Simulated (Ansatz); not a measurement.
**Calculation log, BaTe (Fm-3m) (phonons)**

Method: r²SCAN, PAW on Ansatz 0.2.0's default frozen-core files (fitted under PBE), scalar-relativistic.

Cell and atoms were relaxed beforehand by PAW with this functional.

Launched as:

```sh
ansatz run input.yaml --threads 2 --pin off --max-ram 5120MiB --backend cpu --events-out ev --progress --plain --runs-dir out
```

Input:

```yaml
crystal:
  lattice:
    - [0.0, 3.53121508081, 3.53121508081]
    - [3.53121508081, 0.0, 3.53121508081]
    - [3.53121508081, 3.53121508081, 0.0]
  atoms:
    - { symbol: Ba, position: [0.0, 0.0, 0.0] }
    - { symbol: Te, position: [0.5, 0.5, 0.5] }
kpoints:
  mp_grid: { grid: [6, 6, 6] }
scf:
  occupations: { method: fixed }
hamiltonian:
  xc: r2scan
  pseudopotentials: { kind: paw }
phonons:
  method: dfpt
  dielectric: true
  rigid_motions: translations
```

The program printed:

```
Warning: RAYON_NUM_THREADS=2 ignored (pool sized by the plan → 2); use --threads N
Engine: ansatz 0.2.0, x86_64-unknown-linux-gnu
Pseudopotentials: kind: paw
Pseudopotential: Ba, paw, valence charge 10, recommended cutoff 500 eV (meta_gga), Ba.paw.azcp
Pseudopotential: Te, paw, valence charge 16, recommended cutoff 500 eV (meta_gga), Te.paw.azcp
Functional definition: r2SCAN
  parameter k0 = 0.174
  parameter k1 = 0.065
  parameter a1 = 4.9479
  exchange = r2scan_x(k0 = k0, k1 = k1, a1 = a1)
  correlation = r2scan_c
Crystal: 2 atoms, lattice volume = 88.065 Å³
Basis set: ecut = 500 eV, 2229 PW (Γ), exchange–correlation on 200×200×200 points (125 copies of the dense FFT grid, shifted against one another)
Bands: 17, of which v1, the nominal top of the filled ones, is band 13 counted from 1 (12 counted from 0)
Symmetry: 48 space group operations
k-points: 30 of 216 (irreducible under 8 space group operations, time reversal used)
Non-local potential: Ba, projectors of the file, l = 0: 3, l = 1: 2, l = 2: 2, l = 3: 2
Non-local potential: Te, projectors of the file, l = 0: 2, l = 1: 2, l = 2: 2, l = 3: 2
PAW form: soft (Blöchl's): semilocal exchange-correlation on the pseudo side does not see the compensation charge
PAW frozen core: Ba, regenerated for the run's functional (the file was generated under x = pbe(κ = 0.804, μ = 0.2195149727645171), c = pbe(β = 0.06672455060314922))
PAW frozen core: Te, regenerated for the run's functional (the file was generated under x = pbe(κ = 0.804, μ = 0.2195149727645171), c = pbe(β = 0.06672455060314922))
PAW one-centre angular grid: Ba, 302 points (default); XC on 160 Gauss nodes
PAW one-centre angular grid: Te, 590 points (default); XC on 160 Gauss nodes
Initial density: superposition of atomic densities (neutral atoms: chi_scale 0, normalization atom), corrected by the library's trained network
Initial wavefunctions: pseudopotential atomic-orbital guess
Functional: x = r2scan, c = r2scan; τ floored in thin density (d = 2e-4 eV/Å³)
[... 36 lines left out ...]
  E_nonlocal   = -254.313394
  E_hartree    = 1048.956574
  E_xc         = -273.092898
  E_vxc        = -259.990522  (∫ρ·V_xc dr)
  E_paw        = -9938.686448  (= ΣΔE_a)
  E_vpaw       = -428.038591  (= ΣTr[D̂ρ^β])
  E_aug_tail   = -0.000037  (compensation charges beyond the density's cutoff)
  E_vtau       = 13.931543  (kinetic-family band-sum trace: ∫τ·v_τ [+ j·A + Jᵃ·Aᵃ] dr)
  E_ewald      = -2019.462362
  E_core_change = 0.355271  (= ΣΔE_core)
  E_smearing   = -0.000000  (= −TS)
  E_closure    = 0.000000  (closes the sum)
  Σ components = -12963.525350   (vs F -12963.525350, Δ=0.00e0)
  k mesh reduced under 8 symmetry operations, with k and −k counted as one. Each operation leaves every solved perturbation unchanged. A smaller set is not considered because the functional reads the kinetic-energy density
  ASR residual: 9.983e-5 → 0.000e0 eV/Å²; symmetrization residual: 3.158e-6 eV/Å²
  ASR residual per site (eV/Å²): 9.98e-5 2.45e-5
  Γ frequencies (cm⁻¹): 0.00 0.00 0.00 93.46 93.46 93.46
  ε∞ (high-frequency dielectric tensor):
        5.305733    -0.000000    -0.000000
       -0.000000     5.305733    -0.000000
       -0.000000    -0.000000     5.305733
  ε⁰ (static dielectric tensor: ions relaxed, cell fixed):
       11.466073     0.000000    -0.000000
        0.000000    11.466073    -0.000000
       -0.000000    -0.000000    11.466073
  ε⁰ − ε∞ (ionic part):
        6.160340     0.000000    -0.000000
        0.000000     6.160340    -0.000000
       -0.000000    -0.000000     6.160340
  softest optical mode at Γ: 93.46 cm⁻¹; the repairs (sum rule, projections) moved no ω² at Γ by more than (0.49 cm⁻¹)²
  Born effective charges Z* (e; rows j = field, columns β = displacement):
    site 0:
         2.52374    0.00000    0.00000
        -0.00000    2.52374   -0.00000
        -0.00000   -0.00000    2.52374
    site 1:
        -2.52374   -0.00000   -0.00000
         0.00000   -2.52374    0.00000
         0.00000    0.00000   -2.52374
  Z* charge neutrality: 9.927e-4 e pre-enforcement
  solved inside a basis spanned on kpoints, on 6×6×6 k-points, its susceptibility summed on 10×10×10: ε∞ is read to err by 1.6e-2, Z* by 1.7e-2 e (field_mesh: kpoints solves on kpoints); Z* is corrected for what the basis lacks
  optical modes at Γ without the LO–TO term, one row a degenerate level:
      ω (cm⁻¹)  modes    IR ((D/Å)²/amu)
         93.46      3             6.6649
  optical modes at Γ + LO–TO along q̂ = [1.0000, 0.0000, 0.0000]:
      ω (cm⁻¹)  modes    IR ((D/Å)²/amu)
         93.46      2             4.4432
        137.39      1             2.2216
  optical modes at Γ + LO–TO along q̂ = [0.0000, 1.0000, 0.0000]:
      ω (cm⁻¹)  modes    IR ((D/Å)²/amu)
         93.46      2             4.4432
        137.39      1             2.2216
  optical modes at Γ + LO–TO along q̂ = [0.0000, 0.0000, 1.0000]:
      ω (cm⁻¹)  modes    IR ((D/Å)²/amu)
         93.46      2             4.4432
        137.39      1             2.2216
```

The run converged.

### Field response

Linear response of an insulating crystal by Kohn-Sham DFT to a field and to zone-centre displacements, local fields included; Born charges neutralised; LO modes for wave vectors along x and z; Cartesian axes as in the input.

```json
{
 "Dielectric electronic (x, y, z)": "5.306, 5.306, 5.306",
 "Dielectric static (x, y, z)": "11.47, 11.47, 11.47",
 "Highest phonon with field along x": "137.4 cm⁻¹",
 "Highest phonon with field along z": "137.4 cm⁻¹",
 "Highest phonon without field": "93.46 cm⁻¹"
}
```

```
atom  born charge xx (e)  born charge yy (e)  born charge zz (e)
 Ba1               2.524               2.524               2.524
 Te2              -2.524              -2.524              -2.524
```

Zone-centre phonons:

Harmonic phonons of a crystal by Kohn-Sham DFT at the given cell, standard atomic masses, acoustic sum rule imposed; negative wavenumbers are unstable modes; optical zone-centre levels upwards with Mulliken labels, activity, and the element with most of the kinetic energy.

| Quantity | Value |
| --- | --- |
| Point group | m-3m |

| number | phonon wavenumber (cm⁻¹) | label | infrared | raman | lead element |
| --- | --- | --- | --- | --- | --- |
| 1 | 93.5 | T1u | yes | no | Te |

Known limits: frozen-core PAW files fitted under PBE, their cores solved anew for the functional of the run; zone-boundary modes aren't tested; field response not resolved by the mesh; no LO-TO term at the zone centre.

Time and hardware: 82 s on 2 threads of Intel(R) Xeon(R) Platinum 8488C (Sapphire Rapids), on a shared host, peak memory 2.2 GiB.
